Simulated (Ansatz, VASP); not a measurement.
# SnTe: VASP beside Ansatz

The input INCAR:

```
SYSTEM = SnTe
PREC     = Accurate       ! precision mode
ENCUT    = 520            ! plane-wave cutoff, eV
EDIFF    = 1E-7           ! SCF threshold, eV
ISMEAR   = 0              ! smearing method
SIGMA    = 0.03           ! smearing width, eV
LREAL    = .FALSE.        ! projectors in reciprocal space
LASPH    = .TRUE.         ! aspherical terms in the spheres
NELM     = 100            ! most SCF steps
ALGO     = Normal         ! electronic algorithm
ISIF     = 2              ! what is computed and relaxed
LWAVE    = .FALSE.        ! write WAVECAR
LCHARG   = .TRUE.         ! write CHGCAR
GGA      = PE             ! functional
LELF     = .TRUE.         ! ELF
LVHAR    = .TRUE.       
NBANDS   = 17             ! bands
```

The input KPOINTS:

```
Automatic mesh
0
G
  10 10 10
  0 0 0
```

File POSCAR:

```
SnTe
1.0
    0.0000000000      3.4090200000      3.1565000000
    3.4090200000      0.0000000000      3.1565000000
    3.4090200000      3.4090200000      0.0000000000
Sn Te
1 1
Direct
    0.0000000000      0.0000000000      0.0000000000
    0.5000000000      0.5000000000      0.5000000000
```

Input for Ansatz:

```yaml
crystal:
  lattice:
    - [0.0, 3.40902, 3.1565]
    - [3.40902, 0.0, 3.1565]
    - [3.40902, 3.40902, 0.0]
  atoms:
    - { symbol: Sn, position: [0.0, 0.0, 0.0] }
    - { symbol: Te, position: [0.5, 0.5, 0.5] }
basis:
  ecutwfc: 420
kpoints:
  mp_grid: { grid: [10, 10, 10] }
hamiltonian:
  xc: pbe
scf:
  occupations: { method: gaussian, width: 0.03 }
output:
  forces: true
  stress: true
  eigenvalues: true
```

Change from the starting cell: strain +0.080 along x and y, +0.000 along z, atoms carried along.

Alike in both runs: task single point; functional PBE; k mesh 10 × 10 × 10; occupations gaussian, width 0.03 eV; no spin polarisation.

|  | VASP | Ansatz |
| --- | --- | --- |
| version | VASP 6.6.1 | Ansatz 0.2.0 |
| potentials or method | VASP PAW PBE potentials, release 64 (Sn_d, Te) | scalar-relativistic, plane waves, PAW |
| plane-wave cutoff (eV) | 520 | 420 |
| valence electrons in the cell | 20 | 30 |

```tsv
	VASP	Ansatz	Ansatz less VASP
gap on the k mesh at the Fermi level (eV)	0.13	0.13	+0.001
least direct gap on the mesh (eV)	0.13	0.13	+0.001
pressure (GPa)	-2.9	-2.9	+0.03
largest component of the traceless stress (GPa)	4.08	4.07	-0.008
```

The two sets of potentials don't hold the same shells in valence.

Caveats: spin-orbit coupling is left out, which moves the levels of the heavy elements.
